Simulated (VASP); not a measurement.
Write the native input for VASP 6.6.1 that does the following.

```
Task                   : relaxation of the atoms
Functional             : PBEsol
Potentials or basis    : VASP PAW PBE potentials, release 64 (Pb_d)
Cutoff                 : 600 eV
k mesh                 : 14 × 14 × 14
Occupations            : methfessel-paxton, width 0.1 eV
Spin                   : no spin polarisation
Further INCAR settings : ALGO = Normal; EDIFF = 1e-07; IBRION = 2; EDIFFG = -0.01; NSW = 40
```

The structure of Pb lies in POSCAR:

```
Pb                                      
1.0
    0.0000000000      2.4996365039      2.4996365039
    2.4996365039      0.0000000000      2.4996365039
    2.4996365039      2.4996365039      0.0000000000
  Pb            
     1
Direct
     0.0000000000000000    0.0000000000000000    0.0000000000000000
```

The cell isn't the ideal one: a relaxed cell with its volume scaled by 1.04.

These files were run (other wordings do the same):

INCAR

```
  PREC = Accurate
  ENCUT = 600
  EDIFF = 1E-7
  ISMEAR = 1
  SIGMA = 0.1
  LREAL = False
  LASPH = True
  NELM = 80
  ALGO = Normal
  ISIF = 2
  LWAVE = False
  LCHARG = False
  GGA = PS
  IBRION = 2
  NSW = 40
  EDIFFG = -0.01
```

KPOINTS

```
Automatic mesh
0
Gamma
  14 14 14
```

Potentials or basis: VASP PAW PBE potentials, release 64 (Pb_d).

Command:

```bash
$ cat potpaw_PBE.64/Pb_d/POTCAR > POTCAR
$ mpirun -np 1 vasp_std > vasp.out
```

It gave:

| Item | Value |
| --- | --- |
| Pressure after relaxing | -1.7 GPa |
| Band gap on the k mesh | none (metal or under the smearing width) |

Caveat: the relaxation stopped at its first step, so nothing moved; the PAW data sets were made with another functional, which shifts forces and pressure a little.

Wall time 25 s on 1 thread of Intel(R) Xeon(R) Platinum 8488C (Sapphire Rapids), on a shared host, peak memory 0.18 GiB.
